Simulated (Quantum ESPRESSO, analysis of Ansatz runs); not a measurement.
# A hop of F in AlH3 (Fd-3m), charge 0 (Quantum ESPRESSO), part 2 of 3

Aim: the barrier of one jump in AlH3 (Fd-3m) at charge 0: F_H exchanging with V_H. The model is a cell of 64 host atoms with 1 site emptied and F put on another atom's site; F is the atom that moves.

Quantum ESPRESSO 7.5; Quantum ESPRESSO plane-wave DFT, PBEsol, GBRV 1.5 PBEsol potentials; nudged elastic band between two relaxed defect structures.

So far: Starting point; Relaxation of the start point, charge 0.

### Step 3. Relaxation of the end point, charge 0

Level of this step: Quantum ESPRESSO plane-wave DFT, PBEsol, GBRV 1.5 PBEsol potentials; relaxation of all atoms of a defect supercell (Quantum ESPRESSO).

The end point is relaxed in the same cell and settings, so that the two energies compare. Atoms more than 3.2 Å from the middle of the hop start where the first relaxation left them, the nearer ones on or close to their ideal places, with small random displacements.

File pw.in:

```
&CONTROL
  calculation = 'relax'
  prefix = 'pwscf'
  outdir = './tmp'
  pseudo_dir = './pseudo'
  tprnfor = .true.
  disk_io = 'low'
  nstep = 70
  forc_conv_thr = 0.00078
  etot_conv_thr = 0.0001
/
&SYSTEM
  ibrav = 0
  nat = 63
  ntyp = 3
  ecutwfc = 40
  ecutrho = 324
  nbnd = 55
  occupations = 'fixed'
  nspin = 2
  starting_magnetization(1) = 0.1667
  starting_magnetization(2) = 0.5
  starting_magnetization(3) = 0.0714
  tot_magnetization = 1
  nosym = .true.
/
&ELECTRONS
  conv_thr = 6d-08
  electron_maxstep = 100
  mixing_beta = 0.3
/
&IONS
  ion_dynamics = 'bfgs'
/
ATOMIC_SPECIES
Al    26.9815 al_pbesol_v1.uspp.F.UPF
H      1.0080 h_pbesol_v1.4.uspp.F.UPF
F     18.9984 f_pbesol_v1.4.uspp.F.UPF
CELL_PARAMETERS angstrom
   9.0267813738    0.0000000000    0.0000000000
   0.0000000000    9.0267813738    0.0000000000
   0.0000000000    0.0000000000    9.0267813738
ATOMIC_POSITIONS crystal
Al     0.1237266555    0.3746954570    0.8749713516
Al     0.1292109435    0.8761729851    0.3769340049
[... 3 atom lines left out ...]
Al     0.3741146580    0.6250952023    0.3756590593
[... 5 atom lines left out ...]
Al     0.8752462380    0.8748237725    0.6239343716
[... 3 atom lines left out ...]
Al     0.6250774139    0.6259392264    0.6244176651
[... 3 atom lines left out ...]
H      0.4989204380    0.5002483336    0.3034760569
[... 3 atom lines left out ...]
H      0.5001321547    0.5006260264    0.6974396864
[... 9 atom lines left out ...]
H      0.8039726559    0.0006708011    0.4992794169
[... 4 atom lines left out ...]
H      0.6964040365    0.4993983355    0.5009208788
[... 7 atom lines left out ...]
F      0.4998335126    0.6953457414    0.4989951793
[... 3 atom lines left out ...]
H      0.7504755209    0.9470109575    0.7491197150
[... 3 atom lines left out ...]
H      0.7509659873    0.5529564971    0.7498106025
[... 1 atom line left out ...]
H      0.4462954783    0.7495554038    0.2490140672
[... 5 atom lines left out ...]
H      0.5527921175    0.7501120494    0.7491268693
K_POINTS gamma
```

Run with:

```bash
$ OMP_NUM_THREADS=1 mpirun -n 8 pw.x -in pw.in > pw.out
```

Log:

```text
[shortened: banners, details of potentials and solvers, and blank lines are left out]
[banner, memory and clock lines left out]
     gamma-point specific algorithms are used
     Message from routine setup:
     the system is metallic, specify occupations
     bravais-lattice index     =            0
     lattice parameter (alat)  =      17.0581  a.u.
     unit-cell volume          =    4963.5840 (a.u.)^3
     number of atoms/cell      =           63
     number of atomic types    =            3
     number of electrons       =       101.00 (up:  51.00, down:  50.00)
     number of Kohn-Sham states=           55
     kinetic-energy cutoff     =      40.0000  Ry
     charge density cutoff     =     324.0000  Ry
     scf convergence threshold =      6.0E-08
     mixing beta               =       0.3000
     number of iterations used =            8  plain     mixing
     energy convergence thresh.=      1.0E-04
     force convergence thresh. =      7.8E-04
     Exchange-correlation= SLA  PW   PSX  PSC
                           (   1   4  10   8   0   0   0)
     nstep                     =           70
     crystal axes: (cart. coord. in units of alat)
               a(1) = (   1.000000   0.000000   0.000000 )
               a(2) = (   0.000000   1.000000   0.000000 )
               a(3) = (   0.000000   0.000000   1.000000 )
     PseudoPot. # 1 for Al read from file:
     al_pbesol_v1.uspp.F.UPF
     Pseudo is Ultrasoft + core correction, Zval =  3.0
[...]
PseudoPot. # 2 for H  read from file:
     h_pbesol_v1.4.uspp.F.UPF
     Pseudo is Ultrasoft, Zval =  1.0
     PseudoPot. # 3 for F  read from file:
     f_pbesol_v1.4.uspp.F.UPF
     Pseudo is Ultrasoft, Zval =  7.0
     atomic species   valence    mass     pseudopotential
     Al                3.00    26.98150     Al( 1.00)
     H                 1.00     1.00800     H ( 1.00)
     F                 7.00    18.99840     F ( 1.00)
     Starting magnetic structure
     atomic species   magnetization
     Al              0.167
     H               0.500
     F               0.071
     No symmetry found
     site n.     atom                  positions (alat units)
         1        Al     tau(   1) = (   0.1237267   0.3746955   0.8749714  )
         2        Al     tau(   2) = (   0.1292109   0.8761730   0.3769340  )
         3        Al     tau(   3) = (   0.6236741   0.3737844   0.3738638  )
         4        Al     tau(   4) = (   0.6219506   0.8747416   0.8708334  )
         5        Al     tau(   5) = (   0.3726026   0.1238321   0.8755595  )
         6        Al     tau(   6) = (   0.3741147   0.6250952   0.3756591  )
         7        Al     tau(   7) = (   0.8762976   0.1266433   0.3744517  )
         8        Al     tau(   8) = (   0.8728885   0.6251939   0.8735402  )
[...]
number of k points=     1
                       cart. coord. in units 2pi/alat
        k(    1) = (   0.0000000   0.0000000   0.0000000), wk =   1.0000000
     Dense  grid:   244361 G-vectors     FFT dimensions: ( 100, 100, 100)
     Smooth grid:    84899 G-vectors     FFT dimensions: (  72,  72,  72)
     Generating pointlists ...
     new r_m :   0.0756 (alat units)  1.2897 (a.u.) for type    1
     new r_m :   0.0756 (alat units)  1.2897 (a.u.) for type    2
     new r_m :   0.0782 (alat units)  1.3342 (a.u.) for type    3
     starting charge     100.9619, renormalised to     101.0000
     Self-consistent Calculation
     iteration #  1     ecut=    40.00 Ry     beta= 0.30
     total energy              =    -207.84612943 Ry
     estimated scf accuracy    <       2.88527803 Ry
     total magnetization       =     1.00 Bohr mag/cell
     absolute magnetization    =     3.10 Bohr mag/cell
     iteration #  2     ecut=    40.00 Ry     beta= 0.30
     total energy              =    -207.81667455 Ry
     estimated scf accuracy    <       1.21444925 Ry
     total magnetization       =     1.00 Bohr mag/cell
[...]
[... 199 further cycles ...]
     iteration #  7     ecut=    40.00 Ry     beta= 0.30
     total energy              =    -207.98893671 Ry
     estimated scf accuracy    <          1.2E-09 Ry
     total magnetization       =     1.00 Bohr mag/cell
     absolute magnetization    =     1.07 Bohr mag/cell
     iteration #  8     ecut=    40.00 Ry     beta= 0.30
     Magnetic moment per site  (integrated on atomic sphere of radius R)
     atom   1 (R=0.074)  charge=  0.2183  magn=  0.0015
     atom   2 (R=0.074)  charge=  0.2187  magn=  0.0027
     atom   3 (R=0.074)  charge=  0.2178  magn=  0.0023
     atom   4 (R=0.074)  charge=  0.2198  magn=  0.0038
     atom   5 (R=0.074)  charge=  0.2183  magn=  0.0008
     atom   6 (R=0.074)  charge=  0.2195  magn=  0.0015
     atom   7 (R=0.074)  charge=  0.2179  magn=  0.0020
     atom   8 (R=0.074)  charge=  0.2200  magn=  0.0039
[...]
End of self-consistent calculation
 ------ SPIN UP ------------
          k = 0.0000 0.0000 0.0000 ( 10624 PWs)   bands (ev):
   -24.4080  -9.0669  -8.4453  -7.9497  -7.9301  -7.9007  -7.8695  -7.6213
    -7.2888  -6.1542  -5.8962  -5.8828  -5.8522  -5.8333  -5.6002  -5.4736
    -5.3732  -4.9144  -4.8796  -4.6171  -4.5513  -4.1563  -4.1312  -4.1074
    -4.0828  -4.0538  -3.9604  -3.8596  -3.6996  -3.6694  -3.4235  -3.0741
    -2.3070  -2.2877  -2.2636  -2.2530  -2.2145  -2.1693  -2.1221  -2.1141
    -2.0749  -2.0577  -1.6926  -1.5976  -1.4008  -1.3960  -1.3633  -1.3346
    -0.4008  -0.2167   1.1537   2.7800   2.8188   2.8289   2.8576
 ------ SPIN DOWN ----------
          k = 0.0000 0.0000 0.0000 ( 10624 PWs)   bands (ev):
   -24.3934  -9.0429  -8.3799  -7.9235  -7.9132  -7.8892  -7.8352  -7.5794
    -7.2452  -6.1270  -5.8677  -5.8607  -5.8378  -5.7953  -5.5829  -5.4239
    -5.3549  -4.8876  -4.8387  -4.5953  -4.5205  -4.1283  -4.1122  -4.0780
    -4.0692  -4.0267  -3.9471  -3.8151  -3.6711  -3.6452  -3.3761  -3.0108
    -2.2930  -2.2655  -2.2383  -2.2133  -2.1856  -2.1497  -2.1017  -2.0860
    -2.0507  -2.0374  -1.6683  -1.5598  -1.3805  -1.3660  -1.3368  -1.3120
    -0.3083  -0.1889   2.0454   2.7990   2.8282   2.8524   2.9282
     highest occupied, lowest unoccupied level (ev):     1.1537    2.0454
!    total energy              =    -207.98893671 Ry
     estimated scf accuracy    <          3.7E-11 Ry
     The total energy is the sum of the following terms:
     one-electron contribution =     -84.03567055 Ry
     hartree contribution      =      70.24421357 Ry
     xc contribution           =    -109.19626591 Ry
     ewald contribution        =     -85.00121382 Ry
     total magnetization       =     1.00 Bohr mag/cell
     absolute magnetization    =     1.07 Bohr mag/cell
     convergence has been achieved in   8 iterations
     Forces acting on atoms (cartesian axes, Ry/au):
     atom    1 type  1   force =    -0.00015351   -0.00037377   -0.00022549
     atom    2 type  1   force =     0.00020279   -0.00022762    0.00026106
     atom    3 type  1   force =     0.00018957    0.00027052   -0.00006763
     atom    4 type  1   force =     0.00008789    0.00032694    0.00043686
     atom    5 type  1   force =     0.00027395   -0.00003937   -0.00042728
     atom    6 type  1   force =    -0.00079464   -0.00006564   -0.00068108
     atom    7 type  1   force =    -0.00021270   -0.00014982    0.00005958
     atom    8 type  1   force =    -0.00000543   -0.00002156   -0.00024243
[...]
Total force =     0.003285     Total SCF correction =     0.000005
     Energy error            =      2.1E-05 Ry
     Gradient error          =      9.1E-04 Ry/Bohr
     number of scf cycles    =  26
     number of bfgs steps    =  25
     energy             old  =    -207.9889152802 Ry
     energy             new  =    -207.9889367071 Ry
     CASE: energy            _new < energy            _old
     new trust radius        =       0.0048624884 bohr
     new conv_thr            =       0.0000000006 Ry
ATOMIC_POSITIONS (crystal)
Al               0.1253114038        0.3750052259        0.8750034876
Al               0.1212566307        0.8725480982        0.3739245295
Al               0.6271602908        0.3778106869        0.3752923726
Al               0.6259851877        0.8762606810        0.8769580393
Al               0.3752362097        0.1250285072        0.8735756036
Al               0.3736477808        0.6289407114        0.3707144405
Al               0.8716987643        0.1228715554        0.3758641833
Al               0.8769851932        0.6253649307        0.8778030249
[...]
Generating pointlists ...
     Self-consistent Calculation
     iteration #  1     ecut=    40.00 Ry     beta= 0.30
     total energy              =    -207.98895561 Ry
     estimated scf accuracy    <       0.00001392 Ry
     total magnetization       =     1.00 Bohr mag/cell
     absolute magnetization    =     1.07 Bohr mag/cell
     iteration #  2     ecut=    40.00 Ry     beta= 0.30
     total energy              =    -207.98895430 Ry
     estimated scf accuracy    <       0.00000548 Ry
     total magnetization       =     1.00 Bohr mag/cell
[...]
iteration #  7     ecut=    40.00 Ry     beta= 0.30
     total energy              =    -207.98895466 Ry
     estimated scf accuracy    <          8.8E-10 Ry
     total magnetization       =     1.00 Bohr mag/cell
     absolute magnetization    =     1.07 Bohr mag/cell
     iteration #  8     ecut=    40.00 Ry     beta= 0.30
     Magnetic moment per site  (integrated on atomic sphere of radius R)
     atom   1 (R=0.074)  charge=  0.2183  magn=  0.0015
     atom   2 (R=0.074)  charge=  0.2187  magn=  0.0027
     atom   3 (R=0.074)  charge=  0.2178  magn=  0.0023
     atom   4 (R=0.074)  charge=  0.2197  magn=  0.0038
     atom   5 (R=0.074)  charge=  0.2183  magn=  0.0008
     atom   6 (R=0.074)  charge=  0.2194  magn=  0.0015
     atom   7 (R=0.074)  charge=  0.2179  magn=  0.0020
     atom   8 (R=0.074)  charge=  0.2200  magn=  0.0039
[...]
End of self-consistent calculation
 ------ SPIN UP ------------
          k = 0.0000 0.0000 0.0000 ( 10624 PWs)   bands (ev):
   -24.3949  -9.0671  -8.4394  -7.9495  -7.9300  -7.9006  -7.8694  -7.6206
    -7.2849  -6.1496  -5.8976  -5.8823  -5.8468  -5.8327  -5.5993  -5.4720
    -5.3681  -4.9146  -4.8806  -4.6176  -4.5507  -4.1564  -4.1308  -4.1079
    -4.0831  -4.0538  -3.9602  -3.8589  -3.6993  -3.6686  -3.4232  -3.0747
    -2.3070  -2.2884  -2.2627  -2.2540  -2.2144  -2.1698  -2.1226  -2.1142
    -2.0755  -2.0578  -1.6927  -1.5976  -1.4015  -1.3966  -1.3636  -1.3348
    -0.4014  -0.2170   1.1536   2.7793   2.8194   2.8281   2.8573
 ------ SPIN DOWN ----------
          k = 0.0000 0.0000 0.0000 ( 10624 PWs)   bands (ev):
   -24.3803  -9.0430  -8.3739  -7.9232  -7.9132  -7.8888  -7.8353  -7.5785
    -7.2415  -6.1224  -5.8676  -5.8607  -5.8330  -5.7949  -5.5820  -5.4223
    -5.3498  -4.8879  -4.8396  -4.5958  -4.5200  -4.1284  -4.1120  -4.0781
    -4.0694  -4.0269  -3.9470  -3.8143  -3.6708  -3.6446  -3.3758  -3.0114
    -2.2929  -2.2661  -2.2374  -2.2145  -2.1853  -2.1500  -2.1025  -2.0858
    -2.0506  -2.0383  -1.6683  -1.5599  -1.3814  -1.3665  -1.3370  -1.3122
    -0.3088  -0.1892   2.0451   2.7984   2.8284   2.8520   2.9280
     highest occupied, lowest unoccupied level (ev):     1.1536    2.0451
!    total energy              =    -207.98895466 Ry
     estimated scf accuracy    <          3.0E-11 Ry
     The total energy is the sum of the following terms:
     one-electron contribution =     -84.01714914 Ry
     hartree contribution      =      70.23731458 Ry
     xc contribution           =    -109.19578136 Ry
     ewald contribution        =     -85.01333875 Ry
     total magnetization       =     1.00 Bohr mag/cell
     absolute magnetization    =     1.07 Bohr mag/cell
     convergence has been achieved in   8 iterations
     Forces acting on atoms (cartesian axes, Ry/au):
     atom    1 type  1   force =    -0.00021791   -0.00057991   -0.00026161
     atom    2 type  1   force =     0.00035502   -0.00018951    0.00041961
     atom    3 type  1   force =     0.00008280    0.00040868   -0.00011305
     atom    4 type  1   force =     0.00007846    0.00027550    0.00033629
     atom    5 type  1   force =     0.00014609   -0.00003978   -0.00040363
     atom    6 type  1   force =    -0.00025820    0.00037371   -0.00020772
     atom    7 type  1   force =    -0.00002479    0.00002314   -0.00001736
     atom    8 type  1   force =     0.00017556   -0.00004126    0.00006938
[...]
Total force =     0.003061     Total SCF correction =     0.000004
     Energy error            =      1.8E-05 Ry
     Gradient error          =      6.5E-04 Ry/Bohr
     bfgs converged in  27 scf cycles and  26 bfgs steps
     (criteria: energy <  1.0E-04 Ry, force <  7.8E-04 Ry/Bohr)
     End of BFGS Geometry Optimization
     Final energy             =    -207.9889546642 Ry
Begin final coordinates
ATOMIC_POSITIONS (crystal)
Al               0.1253114038        0.3750052259        0.8750034876
Al               0.1212566307        0.8725480982        0.3739245295
Al               0.6271602908        0.3778106869        0.3752923726
Al               0.6259851877        0.8762606810        0.8769580393
Al               0.3752362097        0.1250285072        0.8735756036
Al               0.3736477808        0.6289407114        0.3707144405
Al               0.8716987643        0.1228715554        0.3758641833
Al               0.8769851932        0.6253649307        0.8778030249
[...]
End final coordinates
```

The job ended after 2.3 min (8 MPI ranks of Arm Neoverse V2, shared host; peak memory 1.2 GiB; 18 min of CPU time).

Relaxation path (22 of 27):

```
step  energy less that of the first step (eV)
   0                                   0.0000
   1                                  -0.1389
   2                                  -0.2078
   4                                  -0.2677
   5                                  -0.2863
   6                                  -0.3018
   7                                  -0.3152
   9                                  -0.3383
  10                                  -0.3447
  11                                  -0.3484
  12                                  -0.3516
  14                                  -0.3573
  15                                  -0.3593
  16                                  -0.3609
  17                                  -0.3621
  19                                  -0.3635
  20                                  -0.3640
  21                                  -0.3644
  22                                  -0.3648
  24                                  -0.3654
  25                                  -0.3657
  26                                  -0.3659
```

The atoms that moved most (Å):

```
atom      dx      dy      dz  length
 H26  -0.143  -0.088  -0.097   0.194
 F47   0.073   0.167  -0.022   0.183
 H41  -0.125  -0.096  -0.089   0.181
 H39   0.043   0.106  -0.050   0.125
 H34  -0.050  -0.089  -0.042   0.111
Al16   0.091   0.041   0.046   0.110
 H33   0.085   0.060  -0.011   0.104
 H24   0.074   0.014  -0.065   0.099
```

Neighbours of F47 at the end:

```
atom  distance (Å)
Al16         1.823
 Al6         1.829
 H57         2.404
 H63         2.411
 H41         2.454
 H39         2.528
 H20         2.560
 H33         2.590
 H24         2.590
```

Read from the output:

- total moment: 1.0000 μB
- integral of the absolute spin density: 1.072 μB
- highest filled level: 1.154 eV
- lowest empty level: 2.045 eV
- r.m.s. move of the farther half of the atoms: 0.02806 Å
- largest move from the ideal geometry of this structure, a common shift of the far atoms taken out: 0.1927 Å

The relaxation gained 0.366 eV and ended with a largest force component of 0.017 eV/Å. The end lies within 1 meV of the start.

(Part 2 of 3 ends here.)

[Logs are printed without paths, hosts, clocks, repeated set-up lines and the standing remarks that a program may print on its own settings, such as how far it seeks lower states.]

[Hosts, paths, dates, database ids (printed as entryN), source tags and the programs' standing remarks are cut or masked in the printed files.]
